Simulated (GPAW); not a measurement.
Crystal: Ta.

```
Ta
1.0
     2.90037    0.00000    0.00000
    -1.45019    2.51180    0.00000
     0.00000    0.00000    5.16627
Ta
2
Direct
  0.33333 0.66667 0.25000
  0.66667 0.33333 0.75000
```

This isn't the form of Ta at room conditions, which is bcc.

* Program: GPAW 26.7.0
* Task: relaxation of cell and atoms
* Functional: PBEsol
* Dispersion: D3(BJ)
* Potentials or basis: PAW data sets generated in the run's folder for this functional
* Cutoff: 600 eV
* Basis: pw
* k mesh: 9 × 9 × 5
* Occupations: fermi-dirac, width 0.05 eV
* Spin: no spin polarisation

At the start: pressure -12.8 GPa; volume 18.82 Å³/atom.

Task: Where does the relaxation end?

Result: Over 6 steps the energy falls by 53.7 meV/atom and the volume is 17.58 Å³/atom (-6.6 %); space group P6_3/mmc (No. 194, to 0.05 Å).

The path:
```tsv
step	energy change (eV)	largest force (eV/Å)	pressure (GPa)	volume (Å³)
1	0.0000	0.0000	-12.79	37.64
2	-0.0762	0.0001	-7.18	36.44
3	-0.1069	0.0001	0.53	35.07
4	-0.1071	0.0000	0.01	35.15
5	-0.1071	0.0000	-0.03	35.16
6	-0.1073	0.0000	-0.03	35.17
```

Final structure:
```xyz
2
Lattice="2.8280 0.0000 0.0000 -1.4140 2.4491 0.0000 0.0000 0.0000 5.0771" Properties=species:S:1:pos:R:3 pbc="T T T"
Ta    0.0000    1.6328    1.2693
Ta    1.4140    0.8164    3.8078
```

Caveat: later steps reuse the first step's grids; pairwise dispersion overbinds metals, which lowers pressure and volume.
